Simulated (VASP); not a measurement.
PbSe (Clausthalite):

```
Pb Se
1.0
     0.00000    3.06065    3.06065
     3.06065    0.00000    3.06065
     3.06065    3.06065    0.00000
Pb Se
1 1
Direct
  0.00000 0.00000 0.00000
  0.50000 0.50000 0.50000
```

Base run:

| Item | Value |
| --- | --- |
| Program | VASP 6.6.1 |
| Functional | r2SCAN |
| Potentials or basis | VASP PAW PBE potentials, release 64 (Pb_d, Se) |
| Cutoff | 520 eV |
| k mesh | 6 × 6 × 6 |
| Occupations | fermi-dirac, width 0.05 eV |
| Spin | spin-orbit coupling, no magnetisation |

Its results: pressure 1.2 GPa.

Q: The run is repeated on the same cell with these changes: functional from r2SCAN to PBE. What comes out?

A: Pressure 2.0 GPa.

Caveats: the PAW data sets were made with another functional, which shifts forces and pressure a little (some runs).

Not every run made on this cell is shown here.
